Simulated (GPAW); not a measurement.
Write an ASE script for GPAW 26.7.0 that does the following.

```
Task                : single point
Functional          : PBE
Potentials or basis : SG15 ONCV 1.2
Cutoff              : 800 eV
Basis               : pw
k mesh              : 9 × 9 × 9
Occupations         : fermi-dirac, width 0.05 eV
Spin                : no spin polarisation
Maxiter             : 120
Convergence         : default
```

AlN:

```
CELL_PARAMETERS angstrom
0.00000 2.03452 2.03452
2.03452 0.00000 2.03452
2.03452 2.03452 0.00000
ATOMIC_POSITIONS crystal
Al 0.50000 0.50000 0.50000
N 0.00000 0.00000 0.00000
```

Measurements of this composition are mostly on another form, of space group No. 186.

The input as run:

run.py

```python
from ase.dft.bandgap import bandgap
from ase.io import write
from ase.spacegroup import crystal
from ase.units import GPa
from gpaw import GPAW, PW, setup_paths

setup_paths.insert(0, '.')

# Al 4b
# N 4a
atoms = crystal(['Al', 'N'],
                basis=[[0.5, 0.0, 0.0],
                       [0.0, 0.0, 0.0]],
                spacegroup=225, setting=1,  # Fm-3m
                cellpar=[4.069036, 4.069036, 4.069036, 90.0, 90.0, 90.0],
                primitive_cell=True)

calc = GPAW(mode=PW(800),
            xc='PBE',
            kpts={'size': (9, 9, 9), 'gamma': True},
            occupations={'name': 'fermi-dirac', 'width': 0.05},
            setups='sg15',
            nbands=-7,
            maxiter=120,
            txt='gpaw.txt')
atoms.calc = calc
energy = atoms.get_potential_energy()
forces = atoms.get_forces()
stress = atoms.get_stress()
calc.write('gs.gpw')
write('result.traj', atoms)
print(f'Energy: {energy:.6f} eV')
print('Forces (eV/A):')
print(forces.round(4))
print('Stress (GPa):', (stress / GPa).round(3))
print('Fermi level:', round(calc.get_fermi_level(), 4), 'eV')
print(f'Gap: {bandgap(calc)[0]:.4f} eV, direct: {bandgap(calc, direct=True)[0]:.4f} eV')
```

Potentials or basis: SG15 ONCV 1.2, pw.

Command:

```console
$ OMP_NUM_THREADS=1 python run.py
```

Results of the run:

```yaml
Pressure: -6.8 GPa
Band_gap_on_the_k_mesh: 4.68 eV, indirect (least direct gap 5.44 eV)
```

Caveat: an odd mesh through Γ misses points on the zone boundary, where band edges often lie.

Run time: 7.8 s on 1 thread of Arm Neoverse V2, on a shared host, peak memory 0.15 GiB.
